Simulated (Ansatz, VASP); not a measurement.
## Two plane-wave programs on ZnCu

```
Zn Cu
1.0
     2.79825    0.00000    0.00000
     0.00000    2.79825    0.00000
     0.00000    0.00000    3.33106
Zn Cu
1 1
Direct
  0.50000 0.50000 0.50000
  0.00000 0.00000 0.00000
```

Change from the starting cell: uniaxial strain along c, a, b and atoms relaxed: -3.0 %.

Alike in both runs: functional PBE; k mesh 16 × 16 × 12; occupations gaussian, width 0.1 eV; no spin polarisation.

Ansatz relaxed the structure, and its values are those at the end. VASP's run is a single point on that final structure, the one shown.

```csv
,VASP,Ansatz
version,VASP 6.6.1,Ansatz 0.2.0
potentials or method,"VASP PAW PBE potentials, release 64 (Zn, Cu)","scalar-relativistic, plane waves, PAW"
plane-wave cutoff (eV),520,420
valence electrons in the cell,23,31
```

```tsv
	VASP	Ansatz	Ansatz less VASP
gap on the k mesh at the Fermi level (eV)	none	none	-
pressure (GPa)	0.9	-0.1	-1.02
```

A gap of «none» marks a metal or a gap that the smearing closes. The two sets of potentials don't hold the same shells in valence.
